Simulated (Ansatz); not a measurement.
## Co: relaxation of cell and atoms with revPBE

Crystal: Co.

```
Co
1.0
     2.47056    0.00000    0.00000
    -1.23528    2.13957    0.00000
     0.00000    0.00000    8.08823
Co
4
Cartesian
  1.2353 0.7132 6.0662
  0.0000 0.0000 4.0441
  0.0000 1.4264 2.0221
  0.0000 0.0000 0.0000
```

```yaml
Program: Ansatz 0.2.0
Task: relaxation of cell and atoms
Functional: revPBE
Potentials_or_basis: Ansatz PAW
Cutoff: "420 eV (not typed: the program's choice for these potentials)"
k_mesh: 12 × 12 × 4
Occupations: fermi-dirac, width 0.05 eV
Spin: collinear spin, ferromagnetic start
Starting_moments: "[2.0, 2.0, 2.0, 2.0] μB"
```

```json
{
 "Relaxed volume": "11.14 Å³/atom",
 "Relaxed cell": "a = 2.514 Å, b = 2.514 Å, c = 8.138 Å, α = 90.00°, β = 90.00°, γ = 120.00°",
 "Space group after relaxing (to 0.05 Å)": "P6_3/mmc (No. 194)",
 "Energy gained by relaxing": "13.2 meV/atom",
 "Ionic steps": "7",
 "Pressure after relaxing": "0.0 GPa",
 "Net moment": "6.76 μB per cell",
 "Absolute moment": "7.45 μB per cell",
 "Site moments": "Co +1.78, +1.76 μB"
}
```

The path:
```tsv
step	energy change (eV)	largest force (eV/Å)	volume (Å³)
1	0.0000	0.0000	42.75
2	-0.0392	0.0000	43.67
3	-0.0503	0.0000	44.48
4	-0.0503	0.0000	44.53
5	-0.0527	0.0000	44.53
6	-0.0527	0.0000	44.56
7	-0.0527	0.0000	44.56
```

Final structure:
```xyz
4
Lattice="2.5144 0.0000 0.0000 -1.2572 2.1776 0.0000 0.0000 0.0000 8.1375" Properties=species:S:1:pos:R:3 pbc="T T T"
Co    1.2572    0.7259    6.1031
Co    0.0000    0.0000    4.0688
Co    0.0000    1.4517    2.0344
Co    0.0000    0.0000    0.0000
```

Wall time 58 s on 2 threads of Intel(R) Xeon(R) 6975P-C (Granite Rapids) (shared host), peak memory 0.51 GiB.

Caveat: the plane-wave basis is chosen anew once the cell has moved, so the energies of steps on either side of that aren't comparable; the PAW data sets come from PBE, with cores solved anew for the run's functional, which leaves a small shift of forces and pressure.
